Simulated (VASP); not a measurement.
The system is CO2.

```xyz
6
Lattice="-1.9747 1.9747 3.0141 1.9747 -1.9747 3.0141 1.9747 1.9747 -3.0141" Properties=species:S:1:pos:R:3 pbc="T T T"
O     1.3223    0.9874    3.7676
O     0.6525    0.9874    0.7535
O     2.9621    0.6525   -0.7535
O    -0.9874    1.3223    2.2605
C     0.0000    0.0000    0.0000
C     0.0000    1.9747    1.5070
```

The cell comes from a database or a generator and needn't be the stable form of this composition.

Base run:

```yaml
Program: VASP 6.6.1
Functional: r2SCAN
Potentials_or_basis: VASP PAW PBE potentials, release 64 (O, C)
Cutoff: 520 eV
k_mesh: 10 × 10 × 10
Occupations: gaussian, width 0.02 eV
Spin: no spin polarisation
```

Its results: band gap on the k mesh 8.40 eV, indirect (least direct gap 8.83 eV).

The run is repeated on the same cell with these changes: functional from r2SCAN to TB-mBJ. What comes out?

Band gap on the k mesh 9.99 eV, indirect (least direct gap 10.24 eV).
